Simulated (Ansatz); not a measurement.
# Ga2O3 (C2/m): the equilibrium volume

At what volume is Ga2O3 (C2/m) free of pressure?

Computed with Ansatz 0.2.0 (DFT PBE, scalar-relativistic, plane waves, PAW, unless a step's input says otherwise).

3 further runs of the same task are left out: 3 set aside as unsound or not needed.

## Step 1: The structure to begin with

The structure is monoclinic, space group C2/m (No. 12). The conventional cell has a = 12.280 Å, b = 3.048 Å, c = 5.817 Å, α = 90.00°, β = 103.76°, γ = 90.00°. Around Ga (site symmetry m) lie 6 O at 1.94 to 2.08 Å. Ga (site symmetry m) has 4 O at 1.84 to 1.87 Å as nearest neighbours. O (site symmetry m) is surrounded by 3 Ga at 1.84 to 1.94 Å. O (site symmetry m) has 4 Ga at 1.87 to 2.08 Å as nearest neighbours. O (site symmetry m) has 3 Ga at 1.84 to 1.95 Å as nearest neighbours.

As a file:

```cif
data_structure
_symmetry_space_group_name_H-M 'C2/m'
_symmetry_Int_Tables_number 12
_cell_length_a 12.2805
_cell_length_b 3.0476
_cell_length_c 5.8174
_cell_angle_alpha 90.000
_cell_angle_beta 103.764
_cell_angle_gamma 90.000
_cell_volume 211.47
loop_
_atom_site_label
_atom_site_type_symbol
_atom_site_symmetry_multiplicity
_atom_site_Wyckoff_symbol
_atom_site_fract_x
_atom_site_fract_y
_atom_site_fract_z
_atom_site_occupancy
Ga1 Ga 4 i 0.34116 0.00000 0.68527 1
Ga2 Ga 4 i 0.40953 0.50000 0.20521 1
O1 O 4 i 0.00353 0.50000 0.74334 1
O2 O 4 i 0.32663 0.50000 0.43677 1
O3 O 4 i 0.16450 0.00000 0.10915 1
```

## Step 2: The first run (PBE, 6×6×4 mesh)

input.yaml reads:

```yaml
crystal:
  lattice:
    - [6.1402367086, -1.5237836756, 0.0]
    - [6.1402367086, 1.5237836756, 0.0]
    - [-1.3841308865, 0.0, 5.6503488592]
  atoms:
    - { symbol: Ga, position: [0.3411617, 0.3411617, 0.68526966] }
    - { symbol: Ga, position: [0.6588383, 0.6588383, 0.31473034] }
    - { symbol: Ga, position: [0.9095256, 0.9095256, 0.205214] }
    - { symbol: Ga, position: [0.0904744, 0.0904744, 0.794786] }
    - { symbol: O, position: [0.50353087, 0.50353087, 0.74333591] }
    - { symbol: O, position: [0.49646913, 0.49646913, 0.25666409] }
    - { symbol: O, position: [0.82662894, 0.82662894, 0.43676984] }
    - { symbol: O, position: [0.17337106, 0.17337106, 0.56323016] }
    - { symbol: O, position: [0.16450498, 0.16450498, 0.10915408] }
    - { symbol: O, position: [0.83549502, 0.83549502, 0.89084592] }
basis:
  ecutwfc: 420
kpoints:
  mp_grid: { grid: [6, 6, 4] }
hamiltonian:
  xc: pbe
scf:
  occupations: { method: gaussian, width: 0.1 }
output:
  forces: true
  stress: true
  eigenvalues: true
```

Command:

```
ansatz run input.yaml --threads 8 --pin off --max-ram 16384MiB --backend cpu --events-out ev --progress --plain --runs-dir out
```

Standard output:

```text
Warning: RAYON_NUM_THREADS=8 ignored (pool sized by the plan → 8); use --threads N
basis.fft_grid_basis auto: the FFT boxes are laid along the combinations [[1, -1, 0], [0, 1, 0], [0, 0, 1]] of the cell's own vectors, 3.048, 6.326 and 5.817 Å long. The dense box has 24×45×40 points. Along the cell's own vectors, as sized, it would have 45×45×40, 1.88 times as many. Of the 4 symmetry operations that the crystal satisfies within crystal.symmetry.tolerance (time reversal apart; of a slab, those that keep its plane) the dense box along the cell's own vectors carries 4, and the one as laid loses 2 of those. basis.fft_grid_basis: typed keeps the cell's own vectors: state it where this run's energies or levels are differenced outside the engine with another run's, or held beside a run that keeps those vectors.
Engine: ansatz 0.2.0, aarch64-unknown-linux-gnu
Pseudopotentials: kind: paw
Pseudopotential: Ga, paw, valence charge 13, recommended cutoff 420 eV (normal), Ga.paw.azcp
Pseudopotential: O, paw, valence charge 6, recommended cutoff 420 eV (normal), O.paw.azcp
Functional definition: PBE
  parameter kappa = 0.804
  parameter beta = 0.06672455060314922
  exchange = pbe_x(kappa = kappa, mu = beta*pi^2/3)
  correlation = pbe_c(beta = beta)
Crystal: 10 atoms, lattice volume = 105.734 Å³
Basis set: ecut = 420 eV, 2047 PW (Γ), FFT grids on a1−a2, a2, a3, exchange–correlation on 48×90×80 points (8 copies of the dense FFT grid, shifted against one another)
Bands: 54, of which v1, the nominal top of the filled ones, is band 44 counted from 1 (43 counted from 0)
Symmetry: 4 space group operations
Space group: C2/m (ITA 12), of the structure as read, at distance tolerance 4.7e-5 Å
k-points: 47 of 144
Non-local potential: Ga, projectors of the file, l = 0: 2, l = 1: 2, l = 2: 3, l = 3: 1
Non-local potential: O, projectors of the file, l = 0: 2, l = 1: 2, l = 2: 1
PAW form: soft (Blöchl's): semilocal exchange-correlation on the pseudo side does not see the compensation charge
PAW one-centre angular grid: Ga, 590 points (default); XC on 64 Gauss nodes
PAW one-centre angular grid: O, 110 points (default); XC on 64 Gauss nodes
Initial density: superposition of atomic densities (neutral atoms: chi_scale 0, normalization atom), corrected by the library's trained network
Initial wavefunctions: pseudopotential atomic-orbital guess
Functional: x = pbe(κ = 0.804, μ = 0.2195149727645171), c = pbe(β = 0.06672455060314922)
SCF iter   1: F=—  HF=-18540.038535 eV  |F-HF|=—  |Δ(HF+E_count)|=         —  Δρ=1.11e-3  dr2=4.15e-4  ethr=1.77e-3  ⟨swp⟩=5.8  Hψ=9217  notcnv=0  defer=23
preconditioner: auto → Resta (q_TF=auto, 2.646 Å⁻¹)  ε∞=4.7  [insulator: Δε(μ)=2.312 eV  Ē_g=17.728 eV  σ=0.100 eV  W_gap=1.00  n_scr=34 (ndim 8)  ℏωp=33.9 eV  f_vac=0.015  D(μ)=0.00/eV (n_scr^D=0)  ε∞_Penn≈4.7]
SCF iter   2: F=—  HF=-18540.039563 eV  |F-HF|=—  |Δ(HF+E_count)|=   1.03e-3  Δρ=5.88e-4  dr2=1.32e-4  ethr=4.72e-7  ⟨swp⟩=2.8  Hψ=5260  notcnv=0  defer=36
SCF iter   3: F=—  HF=-18540.040006 eV  |F-HF|=—  |Δ(HF+E_count)|=   4.43e-4  Δρ=2.16e-4  dr2=3.54e-5  ethr=1.50e-7  ⟨swp⟩=2.0  Hψ=4416  notcnv=0  defer=1
automatic band count: iteration 3 solves 52 bands in place of 54: the levels show a gap, and the empty bands left out lie too high to hold charge; the band table lists the bands solved (type scf.n_extra_bands for more)
SCF iter   4: F=—  HF=-18540.040112 eV  |F-HF|=—  |Δ(HF+E_count)|=   1.05e-4  Δρ=6.15e-5  dr2=3.55e-6  ethr=4.02e-8  ⟨swp⟩=2.0  Hψ=4134  notcnv=0  defer=1
SCF iter   5: F=—  HF=-18540.040115 eV  |F-HF|=—  |Δ(HF+E_count)|=   2.70e-6  Δρ=2.75e-5  dr2=7.96e-7  ethr=4.03e-9  ⟨swp⟩=2.0  Hψ=3410  notcnv=0  defer=1
SCF iter   6: F=—  HF=-18540.040115 eV  |F-HF|=—  |Δ(HF+E_count)|=   4.24e-7  Δρ=1.49e-5  dr2=1.76e-7  ethr=9.04e-10  ⟨swp⟩=2.0  Hψ=4386  notcnv=0  defer=1
SCF iter   7: F=-18540.040115 eV  HF=-18540.040115 eV  |F-HF|=7.93e-9  |Δ(HF+E_count)|=   3.28e-8  Δρ=3.86e-6  dr2=1.00e-8  ethr=1.14e-10  ⟨swp⟩=6.7  Hψ=9425  notcnv=0
SCF 1 converged in 7 iterations: F = -18540.040115 eV  dr2 = 1.00e-8
SCF converged after 7 iterations
Free energy (F): -18540.040115 eV
Harris-Foulkes:  -18540.040115 eV  (|F-HF|=7.93e-9)
Internal energy: -18540.040115 eV  (E = F + TS)
E sigma→0 (E₀):  -18540.040115 eV
Fermi energy:    9.211587 eV
--- Per-component energies (eV) ---
  E_band       = -104.065889
  E_kinetic    = 1520.483755
  E_local      = -9133.621469  (includes V_loc(G=0)·N_el)
  E_nonlocal   = 2021.305304
  E_hartree    = 4100.831430
  E_xc         = -712.651449
  E_vxc        = -790.451083  (∫ρ·V_xc dr)
  E_paw        = -8942.494920  (= ΣΔE_a)
  E_vpaw       = -1923.461540  (= ΣTr[D̂ρ^β])
  E_aug_tail   = 0.014347  (compensation charges beyond the density's cutoff)
  E_ewald      = -7393.907113
  E_smearing   = -0.000000  (= −TS)
  E_closure    = -0.000000  (closes the sum)
  Σ components = -18540.040115   (vs F -18540.040115, Δ=0.00e0)
--- Forces (eV/Å), atoms counted from 1 ---
  atom   1  Ga     0.02825262    -0.00000000     0.04805170
  atom   2  Ga    -0.02825262     0.00000000    -0.04805170
  atom   3  Ga     0.02058808    -0.00000000    -0.01977872
  atom   4  Ga    -0.02058808     0.00000000     0.01977872
  atom   5  O     -0.00444888    -0.00000000    -0.02235576
  atom   6  O      0.00444888     0.00000000     0.02235576
  atom   7  O      0.01187640    -0.00000000     0.01612995
  atom   8  O     -0.01187640     0.00000000    -0.01612995
  atom   9  O      0.15170127    -0.00000000     0.01430713
  atom  10  O     -0.15170127     0.00000000    -0.01430713
  max |Σ_I F_I| component: 2.78e-17 eV/Å
--- Stress (GPa, compression-positive) ---
        6.644929       0.000000       0.120243
        0.000000       6.993936      -0.000000
        0.120240      -0.000000       6.588074
  P = ⅓ Tr σ = 6.7423 GPa (67.423 kbar)
--- Band table (eV; the first three rows and the last of 47) ---
  k-point 0: bands = ["-10.8062", "-9.6458", "-9.6335", "-9.5342", "-9.0629", "-9.0476", "-4.9003", "-4.8631", "-4.8580", "-4.8087", "-4.6921", "-4.6873", "-4.6757", "-4.6699", "-4.6154", "-4.4893", "-4.4859", "-4.4793", "-4.4469", "-4.4396", "-4.4179", "-4.4117", "-4.3627", "-4.2699", "-4.1201", "-4.0728", "1.0832", "2.1503", "3.3077", "3.9166", "4.5706", "5.4349", "5.5053", "5.8541", "6.0815", "6.1991", "6.4275", "6.4722", "7.1126", "7.3712", "7.3736", "7.5772", "7.7739", "8.0419", "10.3674", "13.6835", "14.7260", "14.7621", "15.8062", "16.7347", "17.3708", "17.4962"]
  k-point 1: bands = ["-10.7018", "-9.8436", "-9.6381", "-9.4520", "-9.1259", "-9.0052", "-4.8836", "-4.8651", "-4.8596", "-4.8054", "-4.7762", "-4.7090", "-4.6711", "-4.6478", "-4.6074", "-4.5067", "-4.4999", "-4.4854", "-4.4849", "-4.4305", "-4.4159", "-4.3903", "-4.3609", "-4.2340", "-4.2238", "-3.8910", "1.3537", "2.4231", "3.0148", "3.9373", "4.7115", "5.4358", "5.6501", "5.7345", "6.0524", "6.0628", "6.2300", "6.4686", "6.8500", "7.1728", "7.3899", "7.4913", "7.6002", "7.7977", "11.3060", "13.8470", "14.4826", "14.9555", "15.6433", "16.5467", "17.3424", "17.8213"]
  k-point 2: bands = ["-10.5412", "-10.0637", "-9.6449", "-9.3929", "-9.1505", "-9.0093", "-4.8663", "-4.8617", "-4.8529", "-4.8402", "-4.7833", "-4.7733", "-4.6505", "-4.6167", "-4.6115", "-4.5312", "-4.5295", "-4.4983", "-4.4626", "-4.4558", "-4.4142", "-4.3595", "-4.3564", "-4.2784", "-4.1986", "-3.7916", "1.9672", "2.1922", "3.0524", "3.8040", "4.8427", "5.3724", "5.5390", "5.8303", "6.0447", "6.0576", "6.1616", "6.4933", "6.5449", "6.6535", "7.4045", "7.4194", "7.5571", "7.7617", "12.7350", "12.8824", "14.7037", "15.2069", "15.7902", "15.8612", "17.8818", "17.9425"]
  k-point 46: bands = ["-10.4118", "-9.9849", "-9.8134", "-9.4817", "-9.2187", "-8.9402", "-4.8816", "-4.8712", "-4.8697", "-4.8529", "-4.8020", "-4.7999", "-4.6765", "-4.6432", "-4.6183", "-4.6140", "-4.5312", "-4.5281", "-4.4806", "-4.4766", "-4.4123", "-4.3995", "-4.3577", "-4.3229", "-3.8218", "-3.6462", "2.3845", "2.6548", "2.8603", "3.4069", "4.4521", "4.9260", "5.1509", "5.3965", "5.6815", "5.9149", "6.2627", "6.8233", "7.1644", "7.3426", "7.4160", "7.4435", "7.4614", "8.0553", "13.1533", "13.2979", "14.2029", "14.5223", "15.0398", "15.6735", "17.7767", "18.2171"]
```

Wall time 2.6 s (8 threads of Arm Neoverse V1, shared host); peak memory 0.67 GiB.

In short: volume 10.573 Å³/atom, pressure 6.74 GPa, gap on the mesh 2.31 eV.

[end of part 1 of 2]
